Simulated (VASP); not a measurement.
# KBr (Fm-3m) in VASP: further runs

Aim: see how the results for KBr move with the level of theory and the settings. Levels: PBEsol, LDA, PBE. Tasks: single point, relaxation of cell and atoms.

All numbers are computed with VASP 6.6.1; they aren't measurements. Logs are shortened: lines on timing, memory, paths and dates and some standing lists are left out, and cuts for length are marked.

## (1) The crystal as given

The structure is cubic, space group Fm-3m (No. 225). Conventional cell: a = 6.600 Å, b = 6.600 Å, c = 6.600 Å, α = 90.00°, β = 90.00°, γ = 90.00°. Br (site symmetry m-3m) is surrounded by 6 K at 3.30 Å. K (site symmetry m-3m) has 6 Br at 3.30 Å as nearest neighbours.

## (2) Single point, PBEsol

Contents of INCAR:

```
SYSTEM = KBr
PREC = Accurate
ENCUT = 520
EDIFF = 1E-6
ISMEAR = 0
SIGMA = 0.1
LREAL = .False.
LASPH = .True.
NELM = 100
ALGO = Normal
ISIF = 2
LWAVE = .False.
LCHARG = .False.
GGA = PS
NBANDS = 15
```

Contents of KPOINTS:

```
Automatic mesh
0
Gamma
  7 7 7
  0 0 0
```

Contents of POSCAR:

```
KBr
1.0
    0.0000000000      3.3000000000      3.3000000000
    3.3000000000      0.0000000000      3.3000000000
    3.3000000000      3.3000000000      0.0000000000
Br K
1 1
Cartesian
    3.3000000000      3.3000000000      3.3000000000
    0.0000000000      0.0000000000      0.0000000000
```

Potentials or basis: VASP PAW PBE potentials, release 64 (Br, K_sv).

The run is started by

```bash
$ cat potpaw_PBE.64/Br/POTCAR potpaw_PBE.64/K_sv/POTCAR > POTCAR
$ mpirun -np 1 vasp_std > vasp.out
```

OUTCAR:

```text
SYSTEM = KBr
   PREC = Accurate
   ENCUT = 520
   EDIFF = 1E-6
   ISMEAR = 0
   LREAL = .False.
   LASPH = .True.
   NELM = 100
   ISIF = 2
   GGA = PS

 ion  position               nearest neighbor table
   1  0.500  0.500  0.500-   2 3.30   2 3.30   2 3.30   2 3.30   2 3.30   2 3.30
   2  0.000  0.000  0.000-   1 3.30   1 3.30   1 3.30   1 3.30   1 3.30   1 3.30

  LATTYP: Found a face centered cubic cell.
 ALAT       =     6.6000000000

  Lattice vectors:

 A1 = (   0.0000000000,   3.3000000000,   3.3000000000)
 A2 = (   3.3000000000,   0.0000000000,   3.3000000000)
 A3 = (   3.3000000000,   3.3000000000,   0.0000000000)

Analysis of symmetry for initial positions (statically):
=====================================================================
 Subroutine PRICEL returns:
 Original cell was already a primitive cell.

 Routine SETGRP: Setting up the symmetry group for a
 face centered cubic supercell.

 Subroutine GETGRP returns: Found 48 space group operations
 (whereof 48 operations were pure point group operations)
 out of a pool of 48 trial point group operations.

The static configuration has the point symmetry O_h .

Analysis of symmetry for dynamics (positions and initial velocities):
=====================================================================
 Subroutine PRICEL returns:
 Original cell was already a primitive cell.

 Routine SETGRP: Setting up the symmetry group for a
 face centered cubic supercell.

 Subroutine GETGRP returns: Found 48 space group operations
 (whereof 48 operations were pure point group operations)
 out of a pool of 48 trial point group operations.

The dynamic configuration has the point symmetry O_h .

 Subroutine INISYM returns: Found 48 space group operations
 (whereof 48 operations are pure point group operations),
 and found     1 'primitive' translations

----------------------------------------------------------------------------------------

                                     Primitive cell

  volume of cell :      71.8740

  direct lattice vectors                    reciprocal lattice vectors
     0.000000000  3.300000000  3.300000000    -0.151515152  0.151515152  0.151515152
     3.300000000  0.000000000  3.300000000     0.151515152 -0.151515152  0.151515152
     3.300000000  3.300000000  0.000000000     0.151515152  0.151515152 -0.151515152

  length of vectors
     4.666904756  4.666904756  4.666904756     0.262431941  0.262431941  0.262431941

  position of ions in fractional coordinates (direct lattice)
     0.500000000  0.500000000  0.500000000
     0.000000000  0.000000000  0.000000000

  ion indices of the primitive-cell ions
   primitive index   ion index
                 1           1
                 2           2

----------------------------------------------------------------------------------------

 KPOINTS: Automatic mesh

Automatic generation of k-mesh.
 Grid dimensions read from file:
 generate k-points for:    7    7    7

 Generating k-lattice:

  Cartesian coordinates                     Fractional coordinates (reciprocal lattice)
    -0.021645022  0.021645022  0.021645022     0.142857143  0.000000000  0.000000000
     0.021645022 -0.021645022  0.021645022     0.000000000  0.142857143  0.000000000
     0.021645022  0.021645022 -0.021645022     0.000000000  0.000000000  0.142857143

  Length of vectors
     0.037490277  0.037490277  0.037490277

  Shift w.r.t. Gamma in fractional coordinates (k-lattice)
     0.000000000  0.000000000  0.000000000

 Subroutine IBZKPT returns following result:
 ===========================================

 Found     20 irreducible k-points:

 Following reciprocal coordinates:
            Coordinates               Weight
  0.000000  0.000000  0.000000      1.000000
  0.142857  0.000000  0.000000      8.000000
  0.285714  0.000000  0.000000      8.000000
  0.428571  0.000000  0.000000      8.000000
  0.142857  0.142857  0.000000      6.000000
  0.285714  0.142857  0.000000     24.000000
[... 12 lines left out ...]
 -0.428571  0.428571  0.142857     24.000000
 -0.285714  0.428571  0.142857     24.000000
   k-points           NKPTS =     20   k-points in BZ     NKDIM =     20   number of bands    NBANDS=     15
   number of dos      NEDOS =    301   number of ions     NIONS =      2
   total plane-waves  NPLWV =  46656
   dimension x,y,z NGX =    36 NGY =   36 NGZ =   36
   dimension x,y,z NGXF=    72 NGYF=   72 NGZF=   72
   ions per type =               1   1
   NGX,Y,Z   is equivalent  to a cutoff of  12.82, 12.82, 12.82 a.u.
   NGXF,Y,Z  is equivalent  to a cutoff of  25.65, 25.65, 25.65 a.u.
 SYSTEM =  KBr
   PREC   = accura    normal or accurate (medium, high low for compatibility)
   ISTART =      0    job   : 0-new  1-cont  2-samecut
   ICHARG =      2    charge: 1-file 2-atom 10-const
   ISPIN  =      1    spin polarized calculation?
   LNONCOLLINEAR =      F non collinear calculations
   LSORBIT =      F    spin-orbit coupling
   LASPH  =      T    aspherical Exc in radial PAW
   ENCUT  =  520.0 eV  38.22 Ry    6.18 a.u.   8.68  8.68  8.68*2*pi/ulx,y,z
   NELM   =    100;   NELMIN=  2; NELMDL= -5     # of ELM steps
   EDIFF  = 0.1E-05   stopping-criterion for ELM
   LREAL  =      F    real-space projection
   EDIFFG = 0.1E-04   stopping-criterion for IOM
   NSW    =      0    number of steps for IOM
   IBRION =     -1    ionic relax: 0-MD 1-quasi-New 2-CG
   NFREE  =      0    steps in history (QN), initial steepest desc. (CG)
   ISIF   =      2    stress and relaxation
   ISYM   =      2    0-nonsym 1-usesym 2-fastsym
   POTIM  = 0.5000    time-step for ionic-motion
   TEBEG  =    0.0;   TEEND  =   0.0 temperature during run
   PSTRESS=    0.0 pullay stress
   NELECT =      16.0000    total number of electrons
   NUPDOWN=      -1.0000    fix difference up-down
   EMIN   =  10.00;   EMAX   =-10.00  energy-range for DOS
   EFERMI =   0.00;   METHOD = LEGACY
   ISMEAR =     0;   SIGMA  =   0.10  broadening in eV -4-tet -1-fermi 0-gaus
   EFERMI_NEDOS =   21; number of points for ismear=-14 and -15
   IALGO  =     38    algorithm
   IMIX   =      4    mixing-type and parameters
     AMIX     =   0.40;   BMIX     =  1.00
     AMIX_MAG =   1.60;   BMIX_MAG =  1.00
  volume/ion in A,a.u.               =      35.94       242.51
  Fermi-wavevector in a.u.,A,eV,Ry     =   0.992181  1.874950 13.393889  0.984423
  Thomas-Fermi vector in A             =   2.123975
   LORBIT       =      0    0 simple, 1 ext, 2 COOP (PROOUT), +10 PAW based schemes
   GGA     = PS    functional components
   LHFCALC =     F    Hartree Fock is set to
   AEXX    =    0.0000 exact exchange contribution
   IVDW    =     0    specifies the selected vdW correction
   LEPSILON=     F    determine dielectric tensor
   LRPA    =     F    only Hartree local field effects (RPA)
 non-spin polarized calculation
 Gauss-broadening in eV      SIGMA  =   0.10
  energy-cutoff  :      520.00
  volume of cell :       71.87
 maximum number of plane-waves:      1948
   NGX = 17   NGY = 17   NGZ = 17

 number of electron      15.9999997 magnetization

 Free energy of the ion-electron system (eV)
  ---------------------------------------------------
  ext. energy  EPLUGINS =         0.00000000
  ---------------------------------------------------
  free energy    TOTEN  =        -6.45880876 eV

  energy without entropy =       -6.45880876  energy(sigma->0) =       -6.45880876

 E-fermi :  -1.4038     XC(G=0):  -7.5455

 val. band max:       -1.8264789899   @ k =   0.0000   0.0000   0.0000
 cond. band min:       2.4523018967   @ k =   0.0000   0.0000   0.0000
 fundamental gap:      4.2787808865
 Fermi energy:        -1.4037921502

 k-point     1 :       0.0000    0.0000    0.0000
  band No.  band energies     occupation
      1     -29.4388      2.00000
      2     -14.1328      2.00000
      3     -12.9814      2.00000
      4     -12.9814      2.00000
      5     -12.9814      2.00000
      6      -1.8265      2.00000
      7      -1.8265      2.00000
      8      -1.8265      2.00000
      9       2.4523      0.00000
     10       5.7024      0.00000
     11       5.7024      0.00000
     12       5.7024      0.00000
     13       6.5406      0.00000
     14       6.5406      0.00000
     15       9.5650      0.00000

 k-point     2 :       0.1429    0.0000    0.0000
  band No.  band energies     occupation
      1     -29.4377      2.00000
      2     -14.1675      2.00000
      3     -12.9825      2.00000
      4     -12.9825      2.00000
      5     -12.9336      2.00000
      6      -2.1186      2.00000
      7      -1.8951      2.00000
      8      -1.8951      2.00000
      9       2.9598      0.00000
     10       5.5669      0.00000
     11       5.9450      0.00000
     12       5.9450      0.00000
     13       6.8071      0.00000
     14       6.8071      0.00000
     15      10.2977      0.00000

 k-point     3 :       0.2857    0.0000    0.0000
  band No.  band energies     occupation
      1     -29.4352      2.00000
      2     -14.2372      2.00000
      3     -12.9849      2.00000
      4     -12.9849      2.00000
      5     -12.8338      2.00000
      6      -2.6435      2.00000
      7      -2.0412      2.00000
      8      -2.0412      2.00000
      9       3.9574      0.00000
     10       5.6270      0.00000
     11       6.6104      0.00000
     12       6.6104      0.00000
     13       7.5225      0.00000
     14       7.5225      0.00000
     15      10.0137      0.00000
[... 271 lines left out ...]
 k-point    19 :      -0.4286    0.4286    0.1429
  band No.  band energies     occupation
      1     -29.4315      2.00000
      2     -14.1116      2.00000
      3     -13.0456      2.00000
      4     -13.0274      2.00000
      5     -12.9301      2.00000
      6      -2.6238      2.00000
      7      -2.2445      2.00000
      8      -2.2334      2.00000
      9       4.5190      0.00000
     10       5.6538      0.00000
     11       6.6749      0.00000
     12       7.6887      0.00000
     13       7.9147      0.00000
     14       8.7708      0.00000
     15       9.2374      0.00000

 k-point    20 :      -0.2857    0.4286    0.1429
  band No.  band energies     occupation
      1     -29.4313      2.00000
      2     -14.1367      2.00000
      3     -13.0511      2.00000
      4     -13.0265      2.00000
      5     -12.8894      2.00000
      6      -2.5173      2.00000
      7      -2.4675      2.00000
      8      -2.2541      2.00000
      9       5.1101      0.00000
     10       5.8443      0.00000
     11       6.4160      0.00000
     12       7.1401      0.00000
     13       8.5940      0.00000
     14       8.6368      0.00000
     15       9.4048      0.00000

------------------------ aborting loop because EDIFF is reached ----------------------------------------

  FORCE on cell =-STRESS in cart. coord.  units (eV):
  Direction    XX          YY          ZZ          XY          YZ          ZX
  --------------------------------------------------------------------------------------
  -------------------------------------------------------------------------------------
  Total       -0.1259943     -0.1259943     -0.1259943     -0.0000000     -0.0000000      0.0000000
  in kB       -2.8085987     -2.8085987     -2.8085987     -0.0000000     -0.0000000      0.0000000
  external PRESSURE =      -2.8085987 kB  Pullay stress =       0.0000000 kB

 VOLUME and BASIS-vectors are now :
 -----------------------------------------------------------------------------
  energy-cutoff  :      520.00
  volume of cell :       71.87
      direct lattice vectors                 reciprocal lattice vectors
     0.000000000  3.300000000  3.300000000    -0.151515152  0.151515152  0.151515152
     3.300000000  0.000000000  3.300000000     0.151515152 -0.151515152  0.151515152
     3.300000000  3.300000000  0.000000000     0.151515152  0.151515152 -0.151515152

 POSITION                                       TOTAL-FORCE (eV/Angst)
 -----------------------------------------------------------------------------------
      3.30000      3.30000      3.30000        -0.000000     -0.000000      0.000000
      0.00000      0.00000      0.00000         0.000000      0.000000     -0.000000
 -----------------------------------------------------------------------------------
    total drift:                                0.000000      0.000000      0.000000

  FREE ENERGIE OF THE ION-ELECTRON SYSTEM (eV)
  ---------------------------------------------------
  free  energy   TOTEN  =        -6.4588087646 eV

  energy  without entropy=       -6.4588087646  energy(sigma->0) =       -6.45880876
```

Wall time 13 s (1 thread of AMD EPYC 9R45 (Zen 5), shared host); peak memory 0.18 GiB.

Results:

* Free energy: -6.4588 eV
* Pressure: -0.3 GPa
* Band gap on the k mesh: 4.28 eV, direct

Caveat: the PAW data sets were made with another functional, which shifts forces and pressure a little.

## (3) Single point, PBEsol

Contents of run.py:

```python
from ase.calculators.vasp import Vasp
from ase.dft.bandgap import bandgap
from ase.io import read

atoms = read('KBr.cif', primitive_cell=True, subtrans_included=False)
calc = Vasp(
    directory='calc',
    xc='pbesol',
    pp='PBE',
    setups='materialsproject',
    prec='Accurate',
    encut=520,
    ediff=1e-06,
    ismear=0,
    sigma=0.1,
    lreal=False,
    lasph=True,
    nelm=80,
    algo='Normal',
    isif=2,
    lwave=False,
    lcharg=True,
    lelf=True,
    lvhar=True,
    kpts=[7, 7, 7],
    gamma=True,
    nbands=15,
)
atoms.calc = calc

print('energy (eV):', atoms.get_potential_energy())
print('free energy (eV):', atoms.get_potential_energy(force_consistent=True))
print('forces (eV/A):')
print(atoms.get_forces())
print('stress (eV/A^3, Voigt):', atoms.get_stress())
print('Fermi level (eV):', calc.get_fermi_level())
gap, top, bottom = bandgap(calc)
print('band gap (eV):', gap, 'from (spin, k, band)', top, 'to', bottom)
```

Contents of KBr.cif:

```cif
data_KBr
_cell_length_a 6.60000000
_cell_length_b 6.60000000
_cell_length_c 6.60000000
_cell_angle_alpha 90.00000000
_cell_angle_beta 90.00000000
_cell_angle_gamma 90.00000000
_space_group_name_H-M_alt 'Fm-3m'
_space_group_name_Hall '-F 4 2 3'
_space_group_IT_number 225
loop_
_space_group_symop_operation_xyz
'x,y,z'
'-x,-y,-z'
'-y,x,z'
'y,-x,-z'
'-x,-y,z'
'x,y,-z'
'y,-x,z'
'-y,x,-z'
'x,-y,-z'
'-x,y,z'
'-y,-x,-z'
'y,x,z'
'-x,y,-z'
'x,-y,z'
'y,x,-z'
'-y,-x,z'
'z,x,y'
'-z,-x,-y'
'z,-y,x'
'-z,y,-x'
'z,-x,-y'
'-z,x,y'
'z,y,-x'
'-z,-y,x'
'-z,x,-y'
'z,-x,y'
'-z,-y,-x'
'z,y,x'
'-z,-x,y'
'z,x,-y'
'-z,y,x'
'z,-y,-x'
'y,z,x'
'-y,-z,-x'
'x,z,-y'
'-x,-z,y'
'-y,z,-x'
'y,-z,x'
'-x,z,y'
'x,-z,-y'
'-y,-z,x'
'y,z,-x'
'-x,-z,-y'
'x,z,y'
'y,-z,-x'
'-y,z,x'
'x,-z,y'
'-x,z,-y'
'x,y+1/2,z+1/2'
'-x,-y+1/2,-z+1/2'
'-y,x+1/2,z+1/2'
'y,-x+1/2,-z+1/2'
[... 63 lines left out ...]
'-z+1/2,y,-x+1/2'
'z+1/2,-x,-y+1/2'
'-z+1/2,x,y+1/2'
'z+1/2,y,-x+1/2'
'-z+1/2,-y,x+1/2'
'-z+1/2,x,-y+1/2'
'z+1/2,-x,y+1/2'
'-z+1/2,-y,-x+1/2'
'z+1/2,y,x+1/2'
'-z+1/2,-x,y+1/2'
'z+1/2,x,-y+1/2'
'-z+1/2,y,x+1/2'
'z+1/2,-y,-x+1/2'
'y+1/2,z,x+1/2'
'-y+1/2,-z,-x+1/2'
'x+1/2,z,-y+1/2'
'-x+1/2,-z,y+1/2'
'-y+1/2,z,-x+1/2'
'y+1/2,-z,x+1/2'
'-x+1/2,z,y+1/2'
'x+1/2,-z,-y+1/2'
'-y+1/2,-z,x+1/2'
'y+1/2,z,-x+1/2'
'-x+1/2,-z,-y+1/2'
'x+1/2,z,y+1/2'
'y+1/2,-z,-x+1/2'
'-y+1/2,z,x+1/2'
'x+1/2,-z,y+1/2'
'-x+1/2,z,-y+1/2'
'x+1/2,y+1/2,z'
'-x+1/2,-y+1/2,-z'
'-y+1/2,x+1/2,z'
'y+1/2,-x+1/2,-z'
'-x+1/2,-y+1/2,z'
'x+1/2,y+1/2,-z'
'y+1/2,-x+1/2,z'
'-y+1/2,x+1/2,-z'
'x+1/2,-y+1/2,-z'
'-x+1/2,y+1/2,z'
'-y+1/2,-x+1/2,-z'
'y+1/2,x+1/2,z'
'-x+1/2,y+1/2,-z'
'x+1/2,-y+1/2,z'
'y+1/2,x+1/2,-z'
'-y+1/2,-x+1/2,z'
'z+1/2,x+1/2,y'
'-z+1/2,-x+1/2,-y'
'z+1/2,-y+1/2,x'
'-z+1/2,y+1/2,-x'
'z+1/2,-x+1/2,-y'
'-z+1/2,x+1/2,y'
'z+1/2,y+1/2,-x'
'-z+1/2,-y+1/2,x'
'-z+1/2,x+1/2,-y'
'z+1/2,-x+1/2,y'
'-z+1/2,-y+1/2,-x'
'z+1/2,y+1/2,x'
'-z+1/2,-x+1/2,y'
'z+1/2,x+1/2,-y'
'-z+1/2,y+1/2,x'
'z+1/2,-y+1/2,-x'
'y+1/2,z+1/2,x'
'-y+1/2,-z+1/2,-x'
'x+1/2,z+1/2,-y'
'-x+1/2,-z+1/2,y'
'-y+1/2,z+1/2,-x'
'y+1/2,-z+1/2,x'
'-x+1/2,z+1/2,y'
'x+1/2,-z+1/2,-y'
'-y+1/2,-z+1/2,x'
'y+1/2,z+1/2,-x'
'-x+1/2,-z+1/2,-y'
'x+1/2,z+1/2,y'
'y+1/2,-z+1/2,-x'
'-y+1/2,z+1/2,x'
'x+1/2,-z+1/2,y'
'-x+1/2,z+1/2,-y'
loop_
_atom_site_label
_atom_site_type_symbol
_atom_site_symmetry_multiplicity
_atom_site_Wyckoff_symbol
_atom_site_fract_x
_atom_site_fract_y
_atom_site_fract_z
_atom_site_occupancy
Br1 Br 4 b 0.5000000000 0.0000000000 0.0000000000 1
K1 K 4 a 0.0000000000 0.0000000000 0.0000000000 1
```

Potentials or basis: VASP PAW PBE potentials, release 64 (Br, K_sv).

The run is started by

```bash
$ python run.py
```

Wall time 19 s (1 thread of AMD EPYC 9R45 (Zen 5), shared host); peak memory 0.18 GiB.

Results (log left out):

```yaml
Free_energy: -6.4588 eV
Pressure: -0.3 GPa
Band_gap_on_the_k_mesh: 4.28 eV, direct
```

Levels at points of the mesh, in eV from the valence-band top:
```tsv
k point	band 6	band 7	band 8	band 9	band 10	band 11
(0.00, 0.00, 0.00)	0.00	0.00	0.00	4.28	7.53	7.53
```

Caveat: the PAW data sets were made with another functional, which shifts forces and pressure a little.

(Part 1 of 2 ends here.)
